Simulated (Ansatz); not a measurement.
# Where Mo_Ru puts its levels in the gap of RuS2 (Pa-3), part 2 of 2

Charge states of Mo_Ru in RuS2 (Pa-3), set against the band edges. Model: a cell of 24 host atoms with 1 Ru taken out and 1 Mo put in.

Ansatz; place-levels on PBEsol runs: charge-transition levels and formation energies with image-charge correction and potential alignment at the atomic sites; PAW set soft_1.

So far. Step 5 (place-levels, PBEsol, k-mesh 1x1x1 Gamma): Under PBEsol the gap is 0.48 eV, (+1/0) -0.31 (outside the gap), (0/−1) 0.46 eV. Step 6 (place-levels, PBEsol, k-mesh 1x1x1 quarter point): Under PBEsol the gap is 0.48 eV, (+1/0) -0.02 (outside the gap), (0/−1) 0.45 eV; the stage before (PBEsol, at other k-points) gave a gap of 0.48 eV and levels within 0.29 eV of these.

### Step 7. Levels against the band edges, PBEsol, k-mesh 1x1x1 zone corner

The energy is taken again at a 1×1×1 shifted mesh, on the same structure.

The input, qm1_M1.s2/input.yaml:

```yaml
crystal:
  checkpoint: "../qm1_M1.relax.run"
  host: checkpoint
total_charge: -1
basis:
  ecutwfc: 420
  xc_grid: 2
hamiltonian:
  xc: pbesol
  pseudopotentials: { kind: paw, azcp: { folder: soft_1 }, xc_functional: pbe }
kpoints:
  mp_grid: { grid: [1, 1, 1], shift: [0.5, 0.5, 0.5] }
magnetization:
  spin_polarized: true
  initial_magnetization: 1
  spin_locking: { lock_magnetization: hard }
scf:
  occupations: { method: fermi_dirac, width: 0.01 }
  max_iter: 100
output:
  forces: true
  eigenvalues: true
  charged_corrections:
    epsilon: 16.58
    static_epsilon: 20.97
    defect_position: [0.5, 0.5, 0.5]
checkpoint:
  read: "../qm1_M1.relax.run"
  write: "../qm1_M1.s2.run"
  compress: false
  write_wavefunctions: false
  write_every: 100000
```

It took 6.2 s on 4 threads of Arm Neoverse V1, shared host; peak memory 0.77 GiB; 18 s of CPU time.

The input, levels.s2.yaml:

```yaml
host:
  run: host.s2.run
  levels_from: { run: edges.s2.run }
states: [qm1_M1.s2.run, q0.s2.run, qp1_M1.s2.run, q0_M2.s2.run]
geometry_from:
  qm1_M1.s2.run: qm1_M1.relax.run
  q0.s2.run: q0.relax.run
  qp1_M1.s2.run: qp1_M1.relax.run
  q0_M2.s2.run: q0_M2.relax.run
  host.s2.run: host.relax.run
chemical_potentials:
  Ru:
    energy: -5816.549489
    dataset: "<sha256 of the dataset>"
  Mo:
    energy: -4897.504667
    dataset: "<sha256 of the dataset>"
```

Launch:

```bash
ansatz place-levels levels.s2.yaml -- --threads 4 --pin off --max-ram 15073MiB
```

Numbers of over 12 decimals in the logs are rounded to 6 here.

Output:

```text
(+1/0) 0.310 eV above the valence edge, 0.168 eV under the conduction edge
(0/-1) 0.506 eV above the valence edge (+0.538 eV without the band-filling correction), in the conduction band
formation energy of charge +1: +1.789 eV with the Fermi level at the valence edge
formation energy of charge 0: +2.099 eV with the Fermi level at the valence edge
formation energy of charge -1: +2.606 eV with the Fermi level at the valence edge
[...]
[... the lines on each state left out ...]
```

Wall time 0.25 s (4 threads).

Under PBEsol the gap is 0.48 eV, (+1/0) 0.31, (0/−1) 0.51 (outside the gap) (with band filling) eV; the stage before (PBEsol, at other k-points) gave a gap of 0.48 eV and levels within 0.33 eV of these.

### Step 8. place-levels, PBEsol, k-mesh 2x2x2 Gamma

The energy is taken again at a 2×2×2 Γ-centred mesh, on the same structure.

qm1_M1.s3/input.yaml, as its differences from qm1_M1.s2/input.yaml of step 7:

```diff
@@ -11,3 +11,3 @@
 kpoints:
-  mp_grid: { grid: [1, 1, 1], shift: [0.5, 0.5, 0.5] }
+  mp_grid: { grid: [2, 2, 2] }
 magnetization:
@@ -28,3 +28,3 @@
   read: "../qm1_M1.relax.run"
-  write: "../qm1_M1.s2.run"
+  write: "../qm1_M1.s3.run"
   compress: false
```

It took 12 s on 4 threads; peak memory 1.2 GiB; 42 s of CPU time.

The input, levels.s3.yaml:

```yaml
host:
  run: host.s3.run
  levels_from: { run: edges.s3.run }
states: [qm1_M1.s3.run, q0.s3.run, qp1_M1.s3.run, q0_M2.s3.run]
geometry_from:
  qm1_M1.s3.run: qm1_M1.relax.run
  q0.s3.run: q0.relax.run
  qp1_M1.s3.run: qp1_M1.relax.run
  q0_M2.s3.run: q0_M2.relax.run
  host.s3.run: host.relax.run
chemical_potentials:
  Ru:
    energy: -5816.549489
    dataset: "<sha256 of the dataset>"
  Mo:
    energy: -4897.504667
    dataset: "<sha256 of the dataset>"
```

Launch:

```bash
ansatz place-levels levels.s3.yaml -- --threads 4 --pin off --max-ram 15073MiB
```

Output:

```text
(+1/0) 0.262 eV above the valence edge, 0.216 eV under the conduction edge
[...]
formation energy of charge +1: +1.508 eV with the Fermi level at the valence edge
formation energy of charge 0: +1.770 eV with the Fermi level at the valence edge
formation energy of charge -1: +2.248 eV with the Fermi level at the valence edge
[...]
[... the lines on each state left out ...]
```

Wall time 0.27 s (4 threads).

Under PBEsol the gap is 0.48 eV, (+1/0) 0.26, (0/−1) 0.48 (with band filling) eV; the stage before (PBEsol, at other k-points) gave a gap of 0.48 eV and levels within 0.05 eV of these.

### Step 9. Placing the levels, PBEsol, k-mesh 3x3x3 Gamma

The energy is taken again at a 3×3×3 Γ-centred mesh, on the same structure.

qm1_M1.s4/input.yaml, as its differences from qm1_M1.s3/input.yaml of step 8:

```diff
@@ -11,3 +11,3 @@
 kpoints:
-  mp_grid: { grid: [2, 2, 2] }
+  mp_grid: { grid: [3, 3, 3] }
 magnetization:
@@ -28,3 +28,3 @@
   read: "../qm1_M1.relax.run"
-  write: "../qm1_M1.s3.run"
+  write: "../qm1_M1.s4.run"
   compress: false
```

Wall time 25 s (4 threads); peak memory 1.5 GiB; 79 s of CPU time.

The input, levels.s4.yaml:

```yaml
host:
  run: host.s4.run
  levels_from: { run: edges.s4.run }
states: [qm1_M1.s4.run, q0.s4.run, qp1_M1.s4.run, q0_M2.s4.run]
geometry_from:
  qm1_M1.s4.run: qm1_M1.relax.run
  q0.s4.run: q0.relax.run
  qp1_M1.s4.run: qp1_M1.relax.run
  q0_M2.s4.run: q0_M2.relax.run
  host.s4.run: host.relax.run
chemical_potentials:
  Ru:
    energy: -5816.549489
    dataset: "<sha256 of the dataset>"
  Mo:
    energy: -4897.504667
    dataset: "<sha256 of the dataset>"
```

Launch:

```bash
ansatz place-levels levels.s4.yaml -- --threads 4 --pin off --max-ram 15073MiB
```

Output:

```text
(+1/0) 0.199 eV above the valence edge, 0.279 eV under the conduction edge
(0/-1) 0.511 eV above the valence edge, in the conduction band
formation energy of charge +1: +1.578 eV with the Fermi level at the valence edge
formation energy of charge 0: +1.776 eV with the Fermi level at the valence edge
formation energy of charge -1: +2.287 eV with the Fermi level at the valence edge
[...]
[... the lines on each state left out ...]
```

Wall time 0.28 s (4 threads).

Under PBEsol the gap is 0.48 eV, (+1/0) 0.20, (0/−1) 0.51 (outside the gap) eV; the stage before (PBEsol, at other k-points) gave a gap of 0.48 eV and levels within 0.06 eV of these.

### Step 10. The ladder

Levels between neighbouring charges, in eV above each run's own valence top:

```csv
,gap (eV),(+1/0),(0/−1),CPU time a state at this stage (restarts are quicker than cold starts)
"PBEsol, 3×3×3 Γ-centred mesh",0.48,0.20,0.51,5 min
k-mesh 1x1x1 Gamma,0.48,-0.31,0.46,19 s
k-mesh 1x1x1 quarter point,0.48,-0.02,0.45,33 s
k-mesh 1x1x1 zone corner,0.48,0.31,0.51,18 s
k-mesh 2x2x2 Gamma,0.48,0.26,0.48,68 s
k-mesh 3x3x3 Gamma,0.48,0.20,0.51,4.3 min
```

Cost of the single points in the series (mean over the states), on Arm Neoverse V1, shared host:

```csv
setting,threads,wall time,peak memory (GiB),SCF cycles,plane waves
k-mesh 1x1x1 Gamma,4,6 s,0.66,16,6855
k-mesh 1x1x1 quarter point,4,9.7 s,0.83,14,6855
k-mesh 1x1x1 zone corner,4,5.8 s,0.77,13,6855
k-mesh 2x2x2 Gamma,4,19 s,1.5,10,6855
k-mesh 3x3x3 Gamma,4,69 s,1.8,10,6855
```

### Step 11. Summary of results

- gap of the host: 0.48 eV (PBEsol)
- level (plus 1/0): 0.20 eV above the valence top
- level (0/minus 1): 0.51 eV above the valence top, past the conduction bottom
- lowest of the charges placed, just above the valence top (0.02 eV): +1
- lowest of the charges placed, just below the conduction bottom (0.02 eV): 0
- lowest formation energy at mid-gap of the charges run, elemental references: 1.78 eV

**Reading.** Of the charges placed (−1, 0 and +1), the lowest changes at 0.20 eV (+1/0) above the valence top, in a gap of 0.48 eV. (0/−1) lies 0.03 eV from a band edge, less than the doubt on such levels. Charges above +1 were not placed, so these runs say nothing of levels that involve them. States placed: +1 at 1 μB; 0 at 2 μB and 0 μB; −1 at 1 μB. Other spin states or structures, where not listed, weren't placed. Against the last setting (k-mesh 3x3x3 Gamma) the levels differ by up to 0.51 eV at k-mesh 1x1x1 Gamma, 0.22 eV at k-mesh 1x1x1 quarter point, 0.11 eV at k-mesh 1x1x1 zone corner, 0.06 eV at k-mesh 2x2x2 Gamma; coarse members of the series are not the defect's levels. Mo is taken at its element; compounds, which aren't counted here, bound the chemical potentials and would shift these formation energies. Going from a 2×2×2 shifted mesh to a 3×3×3 Γ-centred mesh moves the levels that carry no band-filling term by up to 0.01 eV and formation energies against the elements by up to 0.01 eV. The program doubts the alignment of potentials for at least one state, a sign that the cell is small. Keep in mind: the images are only 7.9 Å apart; PBEsol makes the gap too small and tends to spread out bound carriers; spin–orbit coupling, which can matter with heavy atoms, is left out; force components of up to 0.17 eV/Å remain in a run at the final settings.

[Logs are printed without paths, hosts, clocks, repeated set-up lines and the standing remarks that a program may print on its own settings, such as how far it seeks lower states.]

[Hosts, paths, dates, database ids (printed as entryN), source tags and the programs' standing remarks are cut or masked in the printed files.]

[Where a table of states has a column of steps, it counts the stored structures, which are thinned; the runs took as many ionic steps or more.]

[A defect's name tells the site on which it was built; relaxed atoms can leave that site.]

[For some hosts the program warned that the k-mesh of the response run may be too coarse for force constants and the static dielectric constant; such warnings are not shown here.]
